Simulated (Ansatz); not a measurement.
A relaxed cell of Sc₃AlN₄ is given with its symmetry left out. The cell was found from a structure generator's guess, not taken from experiment.

These are results of Ansatz 0.2.0, DFT PBE, scalar-relativistic, plane waves, PAW, not measurements. Cutoff 420 eV, Γ-centred mesh, Gaussian smearing, no spin polarisation.

```yaml
crystal:
  lattice:
    - [3.14216, 0.00000, 0.00000]
    - [0.00000, 3.14216, 0.00000]
    - [0.00000, 0.00000, 8.79278]
  atoms:
    - { symbol: Sc, position: [0.00000, 0.00000, 0.74092] }
    - { symbol: Sc, position: [0.50000, 0.50000, 0.00000] }
    - { symbol: Sc, position: [0.00000, 0.00000, 0.25908] }
    - { symbol: Al, position: [0.50000, 0.50000, 0.50000] }
    - { symbol: N, position: [0.00000, 0.00000, 0.00000] }
    - { symbol: N, position: [0.50000, 0.50000, 0.26299] }
    - { symbol: N, position: [0.00000, 0.00000, 0.50000] }
    - { symbol: N, position: [0.50000, 0.50000, 0.73701] }
```

Energies over the elements count from the elements' standard structures at the same level (N₂ as a molecule), with no fitted energy shifts.

Problem. What space group does it have?

Solution. P4/mmm (No. 123), with Sc and Al ordered on rock salt sites. Conventional cell: a = 3.142 Å, c = 8.793 Å. Around Sc on a site of symmetry 4mm lie 6 N at 2.12–2.28 Å and 4 Al at 3.07 Å; around Sc on a site of symmetry 4/mmm lie 6 N at 2.22–2.31 Å; around Al lie 2 N at 2.08 Å, 4 N at 2.22 Å and 8 Sc at 3.07 Å; N on a site of symmetry 4/mmm has 6 Sc at 2.22–2.28 Å; 2 more sites not described.

Problem. What is its formation energy per atom?

Solution. −1.631 eV/atom. It lies below the elements, which doesn't yet make it stable against other compounds or structures.

Problem. Is it a metal?

Solution. No, the gap on the 12×12×4 mesh is 0.16 eV.

The last run used a 12×12×4 mesh (in the run's order of axes) for its 8-atom cell and Gaussian smearing of 0.01 eV. Kohn–Sham gaps at this level usually fall short of measured ones. Small gaps are read on the mesh alone, and bands can cross between its points. Symmetry constrained the relaxation, so the result can be a saddle point.
